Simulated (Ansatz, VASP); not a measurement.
# One calculation of Mo, two programs

INCAR

```
SYSTEM = Mo
AGGAC    = 1.0          
AGGAX    = 1.0          
ALDAC    = 0.0          
ALDAX    = 1.0          
ALGO     = Normal         ! electronic algorithm
EDIFF    = 1E-7           ! SCF threshold, eV
ENCUT    = 520            ! plane-wave cutoff, eV
GGA      = B5             ! functional
ISIF     = 2              ! what is computed and relaxed
ISMEAR   = -1             ! smearing method
LASPH    = .True.         ! aspherical terms in the spheres
LCHARG   = .True.         ! write CHGCAR
LELF     = .True.         ! ELF
LREAL    = .False.        ! projectors in reciprocal space
LVHAR    = .True.       
LWAVE    = .False.        ! write WAVECAR
NBANDS   = 13             ! bands
NELM     = 60             ! most SCF steps
PREC     = Accurate       ! precision mode
SIGMA    = 0.1            ! smearing width, eV
```

The input KPOINTS:

```
k-points
0
Gamma
  15 15 15
  0 0 0
```

Contents of POSCAR:

```
Mo
1.0
    0.0000000000      2.0802377580      2.0802377580
    2.0802377580      0.0000000000      2.0802377580
    2.0802377580      2.0802377580      0.0000000000
Mo
1
Direct
    0.0000000000      0.0000000000      0.0000000000
```

Input for Ansatz:

```yaml
crystal:
  lattice:
    - [0.0, 2.080237758, 2.080237758]
    - [2.080237758, 0.0, 2.080237758]
    - [2.080237758, 2.080237758, 0.0]
  atoms:
    - { symbol: Mo, position: [0.0, 0.0, 0.0] }
hamiltonian:
  xc: blyp
  pseudopotentials:
    kind: paw
    azcp:
      Mo: "pseudopotentials/Mo.paw.azcp"
basis:
  ecutwfc: 420
  fft_grid_basis: typed
kpoints:
  mp_grid: { grid: [15, 15, 15], shift: [0, 0, 0] }
magnetization:
  spin_polarized: false
scf:
  occupations: { method: fermi_dirac, width: 0.1 }
  lower_state_search: "off"
output:
  stress: true
```

Alike in both runs: task single point; functional BLYP; k mesh 15 × 15 × 15; occupations fermi-dirac, width 0.1 eV; no spin polarisation.

|  | VASP | Ansatz |
| --- | --- | --- |
| version | VASP 6.6.1 | Ansatz 0.2.0 |
| potentials or method | VASP PAW PBE potentials, release 64 (Mo_sv) | plane waves (420 eV) with PAW, scalar-relativistic |
| plane-wave cutoff (eV) | 520 | 420 |
| valence electrons in the cell | 14 | 14 |

Ansatz gave:

```
pressure (GPa) : -13.8
```

**Question.** Estimate VASP's values.

**Answer.** Pressure (GPa): -13.2.

With one functional, cell and mesh, what is left measures potentials, basis and numerics.

Caveats: the PAW data sets were made with another functional, which shifts forces and pressure a little (VASP).
